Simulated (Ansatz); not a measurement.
## Calculated with Ansatz: TiO$_{2}$, relaxation

Launch command:

```bash
ansatz run input.yaml --threads 2 --pin off --max-ram 4096MiB --backend cpu --events-out ev --progress --plain --runs-dir out
```

Input:

```yaml
crystal:
  lattice:
    - [-1.91360821, 1.89179591, 4.85086996]
    - [1.77315893, -1.87240198, 4.78733607]
    - [1.89667098, 1.85546475, -4.84316133]
  atoms:
    - { symbol: Ti, position: [0.00426107, 0.02416634, 0.01348299], spin: 1.0 }
    - { symbol: Ti, position: [0.76101623, 0.24450316, 0.53239523], spin: 1.0 }
    - { symbol: O, position: [0.16940942, 0.18924447, 0.01284105] }
    - { symbol: O, position: [0.96883865, 0.4510474, 0.5683981] }
    - { symbol: O, position: [0.56074615, 0.06961534, 0.49926191] }
    - { symbol: O, position: [0.83249899, 0.7900299, 0.95902276] }
kpoints:
  mp_grid: { grid: [5, 5, 7], shift: [0.5, 0.5, 0.0] }
magnetization:
  spin_polarized: true
scf:
  occupations: { method: fermi_dirac, width: 0.0387 }
  lower_state_search: "off"
hamiltonian:
  pseudopotentials: { kind: paw }
  xc: r2scan
  hubbard:
    projectors: all-electron-ortho-atomic
    sites: [{ species: Ti, l: d, u: 4.3, j: 0.93 }]
basis:
  ecutwfc: 500
  fft_grid_basis: typed
relax:
  max_steps: 40
  cell: { p_target: 0.0 }
  f_tol: 0.03
output:
  forces: true
  stress: true
  eigenvalues: true
  bader: false
  populations: true
  elf: true
  write_potential: true
  volumetric_format: npy
  dos:
    e_range: [-12, 8]
    de: 0.05
    projected: { site_lists: { O: [O], Ti: [Ti] } }
  write_density: true
checkpoint:
  read: saved_state
```

Origin of the cell: a strained cell with displaced atoms, so it need not be a known compound.

The saved state is a converged single point of the same cell.

Steps («new basis» is an SCF on plane waves selected anew at the same cell):

```csv
step,ΔF (meV/atom),max force component (eV/Å),P (GPa),volume (Å³),SCF iterations,step was
1,0.0,14.455,60.32,66.26,14,accepted
2,-833.6,5.805,17.42,70.22,13,accepted
3,-1108.9,0.530,2.26,69.21,13,accepted
4,-1117.9,0.023,-0.20,69.44,12,accepted
5,-1118.5,0.012,0.05,69.43,11,accepted
6,-1118.8,0.002,0.00,69.45,9,accepted
7,-1119.1,0.002,-0.07,69.45,8,new basis
8,-1119.1,0.000,0.01,69.42,8,accepted
9,-1119.1,0.000,0.01,69.42,4,new basis
```

The starting structure.

Space group P1 (No. 1); the run's cell has a = 5.547 Å, b = 5.438 Å, c = 5.522 Å, α = 140.88°, β = 140.43°, γ = 57.32°. Shortest distances: O–Ti 1.59 Å, O–O 1.86 Å, Ti–Ti 2.83 Å.

The relaxed structure.

Space group I4_1/amd (No. 141); the run's cell has a = 5.518 Å, b = 5.518 Å, c = 5.518 Å, α = 139.79°, β = 139.78°, γ = 58.18°. Shortest distances: O–Ti 1.94 Å, O–O 2.46 Å, Ti–Ti 3.07 Å.

```yaml
crystal:
  lattice:
    - [-1.89660, 1.89706, 4.82233]
    - [1.89754, -1.89708, 4.82205]
    - [1.89659, 1.89708, -4.82226]
  atoms:
    - { symbol: Ti, position: [0.00780, 0.00309, 0.01423] }
    - { symbol: Ti, position: [0.75779, 0.25311, 0.51423] }
    - { symbol: O, position: [0.21412, 0.20946, 0.01426] }
    - { symbol: O, position: [0.96413, 0.45942, 0.51423] }
    - { symbol: O, position: [0.55147, 0.04675, 0.51421] }
    - { symbol: O, position: [0.80146, 0.79678, 0.01424] }
```

| Property | Result |
| --- | --- |
| Free energy lowered by | 1119.1 meV/atom |
| Volume change | 4.77 % |
| Final pressure | 0.01 GPa |
| Relaxation steps listed | 9 |
| Gap on the mesh | 3.15 eV |

Caveats: a starting moment was lost; the given cell is far from equilibrium, with atoms too close or a volume far off.

Time: 14 min on 2 threads of AMD EPYC 7R43 64-Core Processor (Zen 3) (shared host), peak memory 1.2 GiB, from a saved density.
